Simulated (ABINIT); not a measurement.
Ag:

```xyz
1
Lattice="0.0000 2.0427 2.0427 2.0427 0.0000 2.0427 2.0427 2.0427 0.0000" Properties=species:S:1:pos:R:3 pbc="T T T"
Ag    0.0000    0.0000    0.0000
```

Base run:

```yaml
Program: ABINIT 10.8.3 (patched build)
Functional: OLYP
Potentials_or_basis: PseudoDojo NC SR PBE v0.4.1 standard
Cutoff: 1116 eV
k_mesh: 11 × 11 × 11
Occupations: fermi-dirac, width 0.05 eV
Spin: no spin polarisation
```

Its results: band gap on the k mesh none (metal or under the smearing width); pressure 6.2 GPa.

**Question.** The run is repeated on the same cell with these changes: functional from OLYP to RPBE. What comes out?

**Answer.** Band gap on the k mesh none (metal or under the smearing width); pressure 8.3 GPa.

Caveats: the potentials were made for another functional, which shifts forces and pressure.
